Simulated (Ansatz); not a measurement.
**CdF₂: moving Cd off its site**

CdF₂, Fm-3m, a = 5.388 Å (as given, not relaxed at this level: -5.7 GPa). Ansatz: LDA, PAW, 420 eV, Γ-centred 8×8×8 mesh on 3 atoms, Gaussian smearing 0.05 eV; no spin polarisation.

```
CELL_PARAMETERS angstrom
0.00000 2.69400 2.69400
2.69400 0.00000 2.69400
2.69400 2.69400 0.00000
ATOMIC_POSITIONS crystal
Cd 0.00000 0.00000 0.00000
F 0.25000 0.25000 0.25000
F 0.75000 0.75000 0.75000
```

Atom 1 (Cd) moves by x along the unit vector (0.577, 0.577, 0.577), with its periodic images; all else is held. y is the free energy of the cell over the start, F the force along the path summed over the moved atoms. Symmetry makes y even in x.

```
  x (Å) y (meV) F (eV/Å)
-0.3000    245.8      2.02
-0.1500     51.2      0.73
 0.0000      0.0      0.00
 0.0375      3.0     -0.16
 0.0750     12.2     -0.33
 0.1125     28.0     -0.52
 0.1875     82.9     -0.97
 0.2250        ?         ?
 0.2625    178.0     -1.61
```

Fit y = c2 x² + c4 x⁴ to the energies of the other rows, give the force constant, and predict energy and force of the missing row.

Least squares on the rows shown. y = 2118.5 x² + 6792.1 x⁴. The force constant is 2 c2 = 4.24 eV/Å², for the cell as given, at -5.7 GPa (for all images moving together, not for a lone atom). The force −dy/dx at the missing row is -1.26 eV/Å (computed -1.26). At x = 0.2250 the fit asked for gives 124.7 meV. The run gave 124.5 meV, so the fit is 0.2 meV too high, within twice the rms miss on the fitted rows (0.1 meV).